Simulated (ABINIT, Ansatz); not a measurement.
# A GW chain in ABINIT: NaCl (Fm-3m), part 3 of 3

How does a plane-wave GW calculation on NaCl (Fm-3m) run from the first input to the gap?

ABINIT 10.8.3; PBE and many-body steps on it, plane waves. Known limits of the many-body steps: not at the basis limit.

So far. Step 4 (Empty states on the mesh, 6×6×6 mesh, 102 bands): On this mesh the gap is 5.150 eV. Step 5 (Screening, 6×6×6 mesh, 94 bands, screening to 149.7 eV): Local fields lower ε∞ by 15 %.

The database entry behind the starting cell differs from later determinations by our own check (an axis about 0.4 % short against later determinations), so it need not match the best structure at ambient conditions.

**6. Self-energy, 6×6×6 mesh, 94 bands, screening to 149.7 eV**

The self-energy is evaluated for the states that the input lists, and the levels follow from it, in one-shot runs by the linearised quasiparticle equation.

This step: G0W0 on PBE, plane waves, norm-conserving pseudopotentials.

File run.abi:

```
acell 3*1.0 Angstrom
rprim 
  0.000000000000 2.810000000000 2.810000000000
  2.810000000000 0.000000000000 2.810000000000
  2.810000000000 2.810000000000 0.000000000000
ntypat 2
znucl 11 17
natom 2
typat 1 2
xred 
  0.000000000000 0.000000000000 0.000000000000
  0.500000000000 0.500000000000 0.500000000000
pp_dirpath "pseudos"
pseudos "Na.upf, Cl.upf"
ecut 38
ngkpt 6 6 6
nshiftk 1
shiftk 0 0 0
kptopt 1
chksymbreak 0
istwfk *1
occopt 1
irdwfk 1
optdriver 4
nband 94
gwcalctyp 0
ecutsigx 38
symsigma 1
nkptgw 1
kptgw 
  0.0000000000 0.0000000000 0.0000000000
bdgw 
  6 12
ecuteps 5.5
irdscr 1
ppmodel 1
indata_prefix "in"
outdata_prefix "out"
tmpdata_prefix "tmp"
```

On the command line:

```console
> OMP_NUM_THREADS=1 mpirun -n 4 abinit run.abi > log
```

Numbers of over 12 decimals in the logs are rounded to 6 here.

The program printed:

```text
.Version 10.8.3 of ABINIT. v10.8.2 released Aug 2026.

 Symmetries : space group Fm -3 m (#225); Bravais cF (face-center cubic)
[... echo of the input left out ...]
== DATASET  1 ==================================================================
-   mpi_nproc: 4, omp_nthreads: 1 (-1 if OMP is not activated)

--- !DatasetInfo
iteration_state: {dtset: 1, }
dimensions: {natom: 2, nkpt: 16, mband: 94, nsppol: 1, nspinor: 1, nspden: 1, mpw: 3383, }
cutoff_energies: {ecut:  38.0, pawecutdg:  -1.0, }
electrons: {nelect:   1.60000000E+01, charge:   0.00000000E+00, occopt:   1.00000000E+00, tsmear:   1.00000000E-02, }

 SIGMA: Calculation of the GW corrections

 Based on a program developped by R.W. Godby, V. Olevano, G. Onida, and L. Reining.
 Incorporated in ABINIT by V. Olevano, G.-M. Rignanese, and M. Torrent.
.Using double precision arithmetic ; gwpc =  8

[... cell and pseudopotentials left out ...]
--------------------------------------------------------------------------------

 ==== K-mesh for the wavefunctions ====
 Number of points in the irreducible wedge :    16
[... list of points left out ...]
 Together with 48 symmetry operations and time-reversal symmetry
 yields   216 points in the full Brillouin Zone.

 ==== Q-mesh for screening function ====
 Number of points in the irreducible wedge :    16
[... list of points left out ...]
 Together with 48 symmetry operations and time-reversal symmetry
 yields   216 points in the full Brillouin Zone.

 vcoul_init : cutoff-mode = AUXILIARY_FUNCTION
 q-points for optical limit:   1
     1)      0.000010    0.000020    0.000030
 setmesh: FFT mesh size selected  =    45x   45x   45
          total number of points  =        91125

 Number of electrons calculated from density =   16.0000; Expected =   16.0000
 average of density, n =  0.053429
 r_s =    1.6471
 omega_plasma =   22.2968 [eV]

 === KS Band Gaps ===
  >>>> For spin  1
   Minimum direct gap =   5.1497 [eV], located at k-point      :   0.0000  0.0000  0.0000
   Fundamental gap    =   5.1497 [eV], Top of valence bands at :   0.0000  0.0000  0.0000
                                       Bottom of conduction at :   0.0000  0.0000  0.0000
 SIGMA fundamental parameters:
 PLASMON POLE MODEL  1
 number of plane-waves for SigmaX                 3383
 number of plane-waves for SigmaC and W            169
 number of plane-waves for wavefunctions          3383
 number of bands                                    94
 number of independent spin polarizations            1
 number of spinorial components                      1
 number of k-points in IBZ                          16
 number of q-points in IBZ                          16
 number of symmetry operations                      48
 number of k-points in BZ                          216
 number of q-points in BZ                          216
 number of frequencies for dSigma/dE                 9
 frequency step for dSigma/dE [eV]                0.25
 number of omega for Sigma on real axis              0
 max omega for Sigma on real axis  [eV]           0.00
 zcut for avoiding poles [eV]                     0.10

 EPSILON^-1 parameters (SCR file):
 dimension of the eps^-1 matrix on file            169
 dimension of the eps^-1 matrix used               169
 number of plane-waves for wavefunctions          3383
 number of bands                                    94
 number of q-points in IBZ                          16
 number of frequencies                               2
 number of real frequencies                          1
 number of imag frequencies                          1

 matrix elements of self-energy operator (all in [eV])

 Perturbative Calculation

--- !SelfEnergy_ee
iteration_state: {dtset: 1, }
kpoint     : [   0.000,    0.000,    0.000, ]
spin       : 1
KS_gap     :    5.150
QP_gap     :    8.016
Delta_QP_KS:    2.867
data: !SigmaeeData |
     Band     E0 <VxcDFT>   SigX SigC(E0)      Z dSigC/dE  Sig(E)    E-E0       E
        6  -0.539 -14.493 -18.976   1.980   0.811  -0.233 -16.522  -2.029  -2.568
        7  -0.539 -14.493 -18.976   1.980   0.811  -0.233 -16.522  -2.029  -2.568
        8  -0.539 -14.493 -18.976   1.980   0.811  -0.233 -16.522  -2.029  -2.568
        9   4.611  -8.179  -4.218  -2.993   0.865  -0.156  -7.342   0.837   5.448
       10  10.523  -8.377  -3.612  -3.225   0.859  -0.165  -7.055   1.322  11.845
       11  10.523  -8.377  -3.612  -3.225   0.859  -0.165  -7.055   1.322  11.845
       12  10.523  -8.377  -3.612  -3.225   0.859  -0.165  -7.055   1.322  11.845

== END DATASET(S) ==============================================================
================================================================================

 -outvars: echo values of variables after computation  --------
           etotal      0.0000000000E+00
            nband          94
             nkpt          16
          spgroup         225
 [... the other variables as echoed above ...]

 Calculation completed.
```

Wall time 7.3 s (4 MPI ranks of Arm Neoverse V1, shared host); peak memory 1.1 GiB.

Numbers from this step:

- G0W0 gap on the points computed: 8.016 eV
- starting gap on the mesh: 5.150 eV
- k of the valence top: 0, 0, 0
- k of the conduction bottom: 0, 0, 0
- Z at the valence top: 0.811
- Z at the conduction bottom: 0.865
- least direct G0W0 gap on the computed points: 8.016 eV

The gap on the mesh goes from 5.15 eV to 8.02 eV, a correction of +2.87 eV.

Limits: finite bands, cutoff and mesh. v1 is the top filled band, c1 the lowest empty one. Levels before and after the correction, in eV, zero at the valence-band top of each column:

```
           conduction bottom  valence top
Kohn-Sham               5.15         0.00
     G0W0               8.02         0.00
```

|  | level | energy (eV) |
| --- | --- | --- |
| Kohn-Sham | Γ v3-v1 | 0.000 |
| Kohn-Sham | Γ c1 | 5.150 |
| Kohn-Sham | Γ c2-c4 | 11.062 |
| G0W0 | Γ v3-v1 | 0.000 |
| G0W0 | Γ c1 | 8.016 |
| G0W0 | Γ c2-c4 | 14.413 |

**7. Where the time went**

Times are wall times on 4 MPI ranks of Arm Neoverse V1, shared host, good to a factor of about two.

| step | time | share | memory (GiB) |
| --- | --- | --- | --- |
| ground state | 8.8 s | 3 % | 0.32 |
| bands along the symmetry lines | 13 s | 5 % | 0.29 |
| empty states on the mesh | 1.9 min | 46 % | 2.7 |
| screening | 1.8 min | 43 % | 1.3 |
| self-energy | 7.3 s | 3 % | 1.1 |

**8. Outcome**

- PBE gap: 5.15 eV, direct
- G0W0 gap on the mesh: 8.02 eV
- GW settings: 6×6×6 mesh, 94 bands, screening to 149.7 eV, Godby-Needs plasmon pole
- known limits: not at the basis limit

G0W0 moves the gap on the mesh from 5.15 eV to 8.02 eV (+2.87 eV), with Z of 0.81 and 0.86 at the edges. Local fields lower the RPA ε∞ on this mesh from 2.76 to 2.35. Only 1 of the mesh's irreducible points was corrected, so a valley elsewhere could overtake. Bands and cutoff are finite, so the gap is not at the basis limit. The miss can reach some tenths of an eV and take either sign; the mesh is an error of its own. In the G0W0 run levels were corrected at 1 k point alone, so a gap called «on the mesh» is the least over those, and an edge elsewhere would be missed.

[Paths, hosts, dates, memory and timing lines, banners, echoed tables and standing remarks are left out of the program output.]

[Logs are printed without paths, hosts, clocks, repeated set-up lines and the standing remarks that a program may print on its own settings, such as how far it seeks lower states.]

[Runs of the session that timed out or met a known fault of the program may be left out.]

[Hosts, paths, dates, database ids (printed as entryN), source tags and the programs' standing remarks are cut or masked in the printed files.]

[G0W0 gaps are taken among the corrected bands and points alone; a level outside them can change the order at an edge.]

[Where Ansatz stands beside ABINIT at settings called matched, ABINIT's density can come from a denser mesh and the files from another edition; pairs whose starting gaps differed by over 0.03 eV were left out, so agreement reads better than it is.]
